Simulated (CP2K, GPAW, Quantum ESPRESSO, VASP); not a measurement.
# HfO2: band gap by level of theory

```xyz
12
Lattice="5.1180 0.0000 0.0000 0.0000 5.1857 0.0000 -0.8587 0.0000 5.2139" Properties=species:S:1:pos:R:3 pbc="T T T"
Hf    0.8021    2.3870    3.6914
Hf    3.0279    4.9798    4.1294
Hf    3.4573    2.7987    1.5224
Hf    1.2314    0.2059    1.0845
O    -0.3473    0.8733    4.4146
O     4.1773    3.4661    3.4062
O     4.6066    4.3124    0.7993
O     0.0821    1.7196    1.8076
O     1.4549    3.8473    5.1101
O     2.3751    1.2544    2.7107
O     2.8045    1.3384    0.1038
O     1.8842    3.9313    2.5032
```

```csv
rung,level,program and potentials,cutoff (eV),k mesh,task,band gap (eV),miss (eV),notes
LDA,LDA,"VASP, LDA PAW files Hf_pv, O, 520 eV",520,5 × 5 × 5,band structure,3.92,-1.97,7.33 valence electrons an atom on average; from the band path
GGA,AM05,"VASP, PBE PAW files Hf_pv, O, 520 eV",520,5 × 5 × 5,band structure,4.04,-1.85,potentials made for PBE; 7.33 valence electrons an atom on average; from the band path
GGA,PBE,"CP2K, POTENTIAL_UZH Hf GTH-PBE-q12, O GTH-PBE-q6; TZVP-MOLOPT-PBE-GTH basis",-,5 × 5 × 5,band structure,4.14,-1.75,atomic basis; 8 valence electrons an atom on average; from the band path
GGA,PBE,"Quantum ESPRESSO, SG15 PBE 1.2",952,5 × 5 × 5,band structure,4.13,-1.76,12.67 valence electrons an atom on average; from the band path
GGA,PW91,"VASP, PBE PAW files Hf_pv, O, 520 eV",520,5 × 5 × 5,band structure,4.10,-1.79,potentials made for PBE; 7.33 valence electrons an atom on average; from the band path
GGA,revPBE,"GPAW, the program's PAW data sets (release 1.2.1) made for this functional",800,4 × 4 × 4,atomic charges,4.18,-1.71,8 valence electrons an atom on average; mesh may miss the edge
GGA,revPBE,"VASP, PBE PAW files Hf_pv, O, 520 eV",520,5 × 5 × 5,band structure,4.17,-1.72,potentials made for PBE; 7.33 valence electrons an atom on average; from the band path
meta-GGA,LAK,"VASP, PBE PAW files Hf_pv, O, 520 eV",520,4 × 4 × 4,band structure,4.82,-1.07,potentials made for PBE; 7.33 valence electrons an atom on average
```

All rows: no spin polarisation. Gaps are the least found on the k mesh or the band path, and a mesh can miss the band edges. The cell comes from a database and isn't always the measured one. Meshes differ between rows, which moves values too. All levels ran on this one cell, unrelaxed unless noted. Meshes are those of the run's cell of 12 atoms unless a note names another. Misses use the values as printed. Runs on faulty files, with rough fits or with known faults for this quantity aren't shown. No row holds spin-orbit coupling.

By rung: LDA 3.92; GGA 4.04 to 4.18; meta-GGA 4.82; GGA in atomic bases 4.14 (eV). Measured: 5.89 eV (arxiv:2311.06939). Closest, coarse meshes and atomic bases left aside, is LAK (-1.07 eV). LDA and GGA gaps fall short mostly because these functionals lack the derivative discontinuity; the runs are for a static lattice, while measurements hold temperature and zero-point motion.
